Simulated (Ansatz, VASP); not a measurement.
**One calculation of BeS, two programs**

POSCAR

```
BeS
1.0
    0.0000000000      2.3172971951      2.3172971951
    2.3172971951      0.0000000000      2.3172971951
    2.3172971951      2.3172971951      0.0000000000
Be S
1 1
Direct
    0.0000000000      0.0000000000      0.0000000000
    0.5000000000      0.5000000000      0.5000000000
```

The input INCAR.step1:

```
PREC     = Accurate       # precision mode
ENCUT    = 520            # plane-wave cutoff, eV
ISMEAR   = 0              # smearing method
SIGMA    = 0.05           # smearing width, eV
LREAL    = False          # projectors in reciprocal space
LASPH    = True           # aspherical terms in the spheres
NELM     = 80             # most SCF steps
NBANDS   = 11             # bands
GGA      = PE             # functional
ALGO     = Normal         # electronic algorithm
EDIFF    = 1E-4           # SCF threshold, eV
LWAVE    = True           # write WAVECAR
LCHARG   = False          # write CHGCAR
```

Contents of INCAR.step2:

```
PREC     = Accurate       # precision mode
ENCUT    = 520            # plane-wave cutoff, eV
EDIFF    = 1E-6           # SCF threshold, eV
ISMEAR   = 0              # smearing method
SIGMA    = 0.05           # smearing width, eV
LREAL    = False          # projectors in reciprocal space
LASPH    = True           # aspherical terms in the spheres
NELM     = 80             # most SCF steps
ALGO     = Normal         # electronic algorithm
ISIF     = 2              # what is computed and relaxed
LWAVE    = False          # write WAVECAR
LCHARG   = False          # write CHGCAR
METAGGA  = R2SCAN         # meta-GGA
LMIXTAU  = True         
NBANDS   = 11             # bands
ISTART   = 1
```

KPOINTS

```
Automatic mesh
0
Gamma
  6 6 6
```

Input for Ansatz:

```yaml
crystal:
  lattice:
    - [0.0, 2.3172971951, 2.3172971951]
    - [2.3172971951, 0.0, 2.3172971951]
    - [2.3172971951, 2.3172971951, 0.0]
  atoms:
    - { symbol: Be, position: [0.0, 0.0, 0.0] }
    - { symbol: S, position: [0.5, 0.5, 0.5] }
kpoints:
  mp_grid: { grid: [6, 6, 6] }
hamiltonian:
  xc: r2scan
scf:
  occupations: { method: gaussian, width: 0.05 }
  n_extra_bands: 4
output:
  forces: true
  stress: true
  eigenvalues: true
```

Alike in both runs: task single point; functional r2SCAN; k mesh 6 × 6 × 6; occupations gaussian, width 0.05 eV; no spin polarisation.

|  | VASP | Ansatz |
| --- | --- | --- |
| version | VASP 6.6.1 | Ansatz 0.2.0 |
| potentials or method | VASP PAW PBE potentials, release 64 (Be, S) | plane waves |
| plane-wave cutoff (eV) | 520 | 500 |
| valence electrons in the cell | 8 | 8 |

```tsv
	VASP	Ansatz	Ansatz less VASP
gap on the k mesh at the Fermi level (eV)	1.35	1.35	+0.003
pressure (GPa)	0.1	0.2	+0.12
```

Caveats: the PAW data sets were made with another functional, which shifts forces and pressure a little (VASP). A k mesh can miss the band edges. r2SCAN opens gaps a little over a GGA but as a rule still falls short of measured ones.
